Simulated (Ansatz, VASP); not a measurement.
# Two plane-wave programs on Si

Contents of INCAR:

```
SYSTEM = Si
PREC     = Accurate       ! precision mode
ENCUT    = 600            ! plane-wave cutoff, eV
EDIFF    = 1E-6           ! SCF threshold, eV
ISMEAR   = -1             ! smearing method
SIGMA    = 0.05           ! smearing width, eV
LREAL    = .FALSE.        ! projectors in reciprocal space
LASPH    = .TRUE.         ! aspherical terms in the spheres
NELM     = 60             ! most SCF steps
ALGO     = Normal         ! electronic algorithm
ISIF     = 3              ! what is computed and relaxed
LWAVE    = .FALSE.        ! write WAVECAR
LCHARG   = .FALSE.        ! write CHGCAR
GGA      = PE             ! functional
IBRION   = 2              ! ionic algorithm
NSW      = 60             ! ionic steps
EDIFFG   = -0.01          ! ionic threshold
```

KPOINTS

```
regular mesh
0
G
  8 8 10
  0 0 0
```

File POSCAR:

```
Si
1.0
    4.1209500000      0.0000000000      0.0000000000
   -2.0604700000      3.5688500000      0.0000000000
    0.0000000000      0.0000000000      2.6547900000
Si
2
Direct
    0.3333300000      0.6666700000      0.5000000000
    0.6666700000      0.3333300000      0.5000000000
```

input.yaml

```yaml
crystal:
  lattice:
    - [4.12095, 0.0, 0.0]
    - [-2.06047, 3.56885, 0.0]
    - [0.0, 0.0, 2.65479]
  atoms:
    - { symbol: Si, position: [0.33333, 0.66667, 0.5] }
    - { symbol: Si, position: [0.66667, 0.33333, 0.5] }
hamiltonian:
  xc: pbe
  pseudopotentials: { kind: paw }
kpoints:
  mp_grid: { grid: [8, 8, 10] }
scf:
  occupations: { method: fermi_dirac, width: 0.05 }
output:
  forces: true
  stress: true
  eigenvalues: true
  write_density: true
  write_potential: true
  elf: true
  volumetric_format: npy
relax:
  f_tol: 0.01
  max_steps: 40
  cell: { stress_tol: 0.05 }
```

The cell was built by a generator and needn't be a form met in nature.

Alike in both runs: task relaxation of cell and atoms; functional PBE; k mesh 8 × 8 × 10; occupations fermi-dirac, width 0.05 eV; no spin polarisation.

|  | VASP | Ansatz |
| --- | --- | --- |
| version | VASP 6.6.1 | Ansatz 0.2.0 |
| potentials or method | VASP PAW PBE potentials, release 64 (Si) | Ansatz PAW |
| plane-wave cutoff (eV) | 600 | 420 |
| valence electrons in the cell | 8 | 8 |

|  | VASP | Ansatz | Ansatz less VASP |
| --- | --- | --- | --- |
| gap on the k mesh at the Fermi level, each at its own relaxed structure (eV) | none | none | - |
| relaxed volume (Å³/atom) | 19.52 | 19.52 | 0.000 |
| relaxed cell length with the largest relative difference (Å) | 2.649 | 2.649 | -0.0002 |

A gap of «none» marks a metal or a gap that the smearing closes.

Caveats: the plane-wave basis is chosen anew once the cell has moved, so the energies of steps on either side of that aren't comparable (Ansatz).
